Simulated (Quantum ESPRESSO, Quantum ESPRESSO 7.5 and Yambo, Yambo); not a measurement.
**A GW chain in Yambo: Sb (buckled honeycomb monolayer)**

Aim: the G0W0 gap of Sb (buckled honeycomb monolayer) on PBE, step by step.

Main program and level: Quantum ESPRESSO 7.5 and Yambo 5.3.0; PBE and many-body steps on it, plane waves.

**The experiments to reproduce.**

- Gap 2.21 eV: optical gap from PL emission peak; photoluminescence, 355 nm excitation; monolayer (antimonene on antimony oxide after hydrogen reduction) (“Ultrathin high-κ antimony oxide single crystals”, 2020, pmc:7237679).

This is a report of a sequence of runs, with most program output left out.

### 1. Set-up

The cell holds 2 atoms: 2 Sb. Cell: a = 4.136 Å, b = 4.136 Å, c = 14.000 Å, α = 90.0°, β = 90.0°, γ = 120.0°. Vacuum lies along c.

The structure was relaxed with PBE. The runs that relaxed it are not among those shown. Spin-orbit coupling is left out unless a step names it.

### 2. Ground state

This step: Quantum ESPRESSO 7.5; DFT, PBE, plane waves, norm-conserving pseudopotentials.

The ground-state density comes first.

File pw.in:

```
&control
  calculation = 'scf'
  prefix = 'x'
  outdir = 'o'
  pseudo_dir = 'pseudo'
/
&system
  ibrav = 0
  nat = 2
  ntyp = 1
  ecutwfc = 88.0
  nbnd = 28
  force_symmorphic = .true.
/
&electrons
  conv_thr = 1e-10
  electron_maxstep = 80
  mixing_beta = 0.5
/
ATOMIC_SPECIES
  Sb 121.76 Sb.upf
CELL_PARAMETERS angstrom
  4.1361780822 -0.0000000001 0.0000000000
  -2.0680890411 3.5820352938 0.0000000000
  0.0000000000 0.0000000000 14.0000000000
ATOMIC_POSITIONS crystal
  Sb 0.3333333333 0.6666666667 0.4417690704
  Sb 0.6666666667 0.3333333333 0.5582309296
K_POINTS automatic
  9 9 1 0 0 0
```

Command:

```sh
OMP_NUM_THREADS=1 mpirun -n 8 pw.x -nk 8 -in pw.in > pw.out
```

It took 14 s on 8 MPI ranks of Intel Xeon 6975P-C (Granite Rapids), shared host; peak memory 1.3 GiB.

Numbers from this step:

```yaml
total_energy: -13766.5214 eV
gap: 1.341 eV
k_of_the_valence_top: 0, 0, 0
k_of_the_conduction_bottom: 0, 0.3333, 0
least_direct_gap: 1.566 eV
```

The gap is indirect, with the least direct gap 0.23 eV higher.

### 3. Bands along the symmetry lines

Levels along a band path, at the cheap level, show where the edges lie and whether the meshes to come will hold them.

File pw.in:

```
&control
  calculation = 'bands'
  prefix = 'x'
  outdir = 'o'
  pseudo_dir = 'pseudo'
/
&system
  ibrav = 0
  nat = 2
  ntyp = 1
  ecutwfc = 88.0
  nbnd = 29
  force_symmorphic = .true.
/
&electrons
  conv_thr = 1e-9
  electron_maxstep = 80
  diago_full_acc = .true.
  diago_thr_init = 5e-6
/
ATOMIC_SPECIES
  Sb 121.76 Sb.upf
CELL_PARAMETERS angstrom
  4.1361780822 -0.0000000001 0.0000000000
  -2.0680890411 3.5820352938 0.0000000000
  0.0000000000 0.0000000000 14.0000000000
ATOMIC_POSITIONS crystal
  Sb 0.3333333333 0.6666666667 0.4417690704
  Sb 0.6666666667 0.3333333333 0.5582309296
K_POINTS crystal
  25
  0.00000000 0.00000000 0.00000000 1
  0.06250000 0.00000000 0.00000000 1
  0.12500000 0.00000000 0.00000000 1
  0.18750000 0.00000000 0.00000000 1
  0.25000000 0.00000000 0.00000000 1
  0.31250000 0.00000000 0.00000000 1
  0.37500000 0.00000000 0.00000000 1
  0.43750000 0.00000000 0.00000000 1
  0.50000000 0.00000000 0.00000000 1
  0.47916667 0.04166667 0.00000000 1
  0.45833333 0.08333333 0.00000000 1
  0.43750000 0.12500000 0.00000000 1
  0.41666666 0.16666666 0.00000000 1
  0.39583333 0.20833333 0.00000000 1
  0.37500000 0.25000000 0.00000000 1
  0.35416666 0.29166666 0.00000000 1
  0.33333333 0.33333333 0.00000000 1
  0.29166666 0.29166666 0.00000000 1
  0.25000000 0.25000000 0.00000000 1
  0.20833333 0.20833333 0.00000000 1
  0.16666666 0.16666666 0.00000000 1
  0.12500000 0.12500000 0.00000000 1
  0.08333333 0.08333333 0.00000000 1
  0.04166667 0.04166667 0.00000000 1
  0.00000000 0.00000000 0.00000000 1
```

The job ended after 7.3 s (8 MPI ranks; peak memory 1.2 GiB; 57 s of CPU time).

This step gave:

```
gap                        : 1.324 eV
k of the valence top       : 0, 0, 0
k of the conduction bottom : 0.3125, 0, 0
least direct gap           : 1.566 eV
```

The gap is 1.324 eV, −0.017 eV from the run before at this level.

Electronic bands along the path, in eV, zero at the top of the highest filled band:

```csv
point,band 20,band 21,band 22,band 23,band 24,band 25,band 26,band 27
Γ,-6.25,-0.52,0.00,0.00,1.57,2.80,2.80,4.45
halfway,-6.45,-2.55,-0.93,-0.49,1.40,3.48,3.51,5.06
M,-7.73,-2.87,-1.52,-1.40,1.67,2.52,3.58,5.16
halfway,-7.86,-3.04,-2.04,-1.40,2.12,2.95,3.33,5.57
K,-8.42,-3.43,-1.74,-1.74,1.59,3.63,3.63,6.67
halfway,-6.59,-2.56,-1.80,-0.47,2.23,2.76,3.77,5.26
Γ,-6.25,-0.52,0.00,0.00,1.57,2.80,2.80,4.45
```

### 4. Empty states on the mesh, 6×6×1 mesh, 120 bands

The sums over transitions need many empty states on a uniform mesh; this step solves for them.

File pw.in:

```
&control
  calculation = 'nscf'
  prefix = 'x'
  outdir = 'o'
  pseudo_dir = 'pseudo'
/
&system
  ibrav = 0
  nat = 2
  ntyp = 1
  ecutwfc = 88.0
  nbnd = 120
  force_symmorphic = .true.
/
&electrons
  conv_thr = 1e-9
  electron_maxstep = 80
  diago_full_acc = .true.
  diago_thr_init = 5e-6
/
ATOMIC_SPECIES
  Sb 121.76 Sb.upf
CELL_PARAMETERS angstrom
  4.1361780822 -0.0000000001 0.0000000000
  -2.0680890411 3.5820352938 0.0000000000
  0.0000000000 0.0000000000 14.0000000000
ATOMIC_POSITIONS crystal
  Sb 0.3333333333 0.6666666667 0.4417690704
  Sb 0.6666666667 0.3333333333 0.5582309296
K_POINTS automatic
  6 6 1 0 0 0
```

Command:

```sh
OMP_NUM_THREADS=1 mpirun -n 8 pw.x -nk 4 -in pw.in > pw.out
```

It took 12 s on 8 MPI ranks; peak memory 1.3 GiB.

This step gave:

| Property | Result |
| --- | --- |
| gap | 1.341 eV |
| k of the valence top | 0, 0, 0 |
| k of the conduction bottom | 0, 0.3333, 0 |
| least direct gap | 1.566 eV |
| k points computed | 7 |
| lowest point of the top converged band, above the valence top | 34.24 eV |

On this mesh the gap is 1.341 eV.

### 5. Conversion and set-up

This step: Yambo 5.3.0; conversion and set-up on PBE, plane waves, norm-conserving pseudopotentials.

The states are converted to the many-body program's format and the q mesh is built.

Command:

```sh
(cd o/x.save; p2y > p2y.log; mv SAVE ../..); yambo > setup.log
```

Elapsed: 2.5 s, on 1 MPI rank; peak memory 0.27 GiB.

### 6. Screening and self-energy, 6×6×1 mesh, 120 bands, screening to 108.8 eV

Now the one-shot GW correction: screening in the RPA, then the self-energy of the levels asked for.

This step: G0W0 on PBE, plane waves, norm-conserving pseudopotentials.

File gw1.in:

```
HF_and_locXC
gw0
dyson
ppa
em1d
rim_cut
rim_w
RandQpts= 3000000
RandGvec= 100 RL
CUTGeo= "slab z"
RandGvecW= 9 RL
EXXRLvcs= 88 Ry
VXCRLvcs= 352 Ry
Chimod= "HARTREE"
% BndsRnXp
 1 | 120 |
%
NGsBlkXp= 8 Ry
% LongDrXp
 1 | 1 | 0 |
%
% GbndRnge
 1 | 120 |
%
DysSolver= "n"
ExtendOut
PPAPntXp= 27.21138 eV
% QPkrange
 1 | 1 | 22 | 25 |
 3 | 3 | 22 | 25 |
%
```

Command:

```sh
OMP_NUM_THREADS=2 mpirun -n 4 yambo -F gw1.in -J gw1 -C gw1 > gw1.log
```

It took 2.6 min on 4 MPI ranks; peak memory 3.9 GiB; 18 min of CPU time.

Numbers from this step:

```
G0W0 gap on the points computed              : 2.130 eV
starting gap on the mesh                     : 1.341 eV
k of the valence top                         : 0, 0, 0
k of the conduction bottom                   : 0, 0.3333, 0
least direct G0W0 gap on the computed points : 2.599 eV
Z at the valence top                         : 0.7331
Z at the conduction bottom                   : 0.7382
```

The gap on the mesh goes from 1.34 eV to 2.13 eV, a correction of +0.79 eV.

Limits: finite bands, cutoff and mesh; no spin-orbit coupling. v1 is the top filled band, c1 the lowest empty one. The levels before and after the correction (eV, zero at the valence-band top of each column):

```
           conduction bottom  valence top
Kohn-Sham               1.34         0.00
     G0W0               2.13         0.00
```

|  | level | energy (eV) |
| --- | --- | --- |
| Kohn-Sham | Γ v2-v1 | 0.000 |
| Kohn-Sham | Γ c1 | 1.566 |
| Kohn-Sham | Γ c2 | 2.797 |
| Kohn-Sham | (0 0.333 0) v2 | -1.247 |
| Kohn-Sham | (0 0.333 0) v1 | -0.780 |
| Kohn-Sham | (0 0.333 0) c1 | 1.341 |
| Kohn-Sham | (0 0.333 0) c2 | 3.122 |
| G0W0 | Γ v2-v1 | 0.000 |
| G0W0 | Γ c1 | 2.599 |
| G0W0 | Γ c2 | 3.850 |
| G0W0 | (0 0.333 0) v2 | -1.367 |
| G0W0 | (0 0.333 0) v1 | -0.976 |
| G0W0 | (0 0.333 0) c1 | 2.130 |
| G0W0 | (0 0.333 0) c2 | 3.982 |

### 7. Where the time went

Times are wall times on the hardware named with each run, good to a factor of about two.

```csv
step,time,share,memory (GiB)
ground state,14 s,7 %,1.3
bands along the symmetry lines,7.3 s,4 %,1.2
empty states on the mesh,12 s,6 %,1.3
conversion and set-up,2.5 s,1 %,0.27
screening and self-energy,2.6 min,81 %,3.9
```

### 8. Results

* PBE gap: 1.32 eV, indirect
* G0W0 gap on the mesh: 2.13 eV
* GW settings: 6×6×1 mesh, 120 bands, screening to 108.8 eV, Godby-Needs plasmon pole
* known limits: not at the basis limit; no spin-orbit coupling

G0W0 moves the gap on the mesh from 1.34 eV to 2.13 eV (+0.79 eV), with Z of 0.73 and 0.74 at the edges. Only 2 of the mesh's irreducible points were corrected, so a valley elsewhere could overtake. The dearest step here is «screening and self-energy». Against experiment, by G0W0@PBE: the direct gap of 2.60 eV lies +0.39 eV from the measured 2.21 eV (exciton, 2020). An exciton line or allowed optical edge lies below the quasiparticle gap by the binding energy; a forbidden edge can push the onset above it. The computed sheet is free-standing; a substrate or cover screens it further and lowers both gap and binding, while the exciton line moves little. The calculation has static nuclei and no excitons; a measured gap holds zero-point and thermal motion, which mostly lowers it. Bands and cutoff are finite, so the gap is not at the basis limit. The miss can reach some tenths of an eV and take either sign; the mesh is an error of its own. In the G0W0 run levels were corrected at 2 k points alone, so a gap called «on the mesh» is the least over those, and an edge elsewhere would be missed. The many-body steps are scalar-relativistic: spin-orbit coupling is not in them.

[Paths, hosts, dates, memory and timing lines, banners, echoed tables and standing remarks are left out of the program output.]

[Logs are printed without paths, hosts, clocks, repeated set-up lines and the standing remarks that a program may print on its own settings, such as how far it seeks lower states.]

[Runs of the session that timed out or met a known fault of the program may be left out.]

[Hosts, paths, dates, database ids (printed as entryN), source tags and the programs' standing remarks are cut or masked in the printed files.]
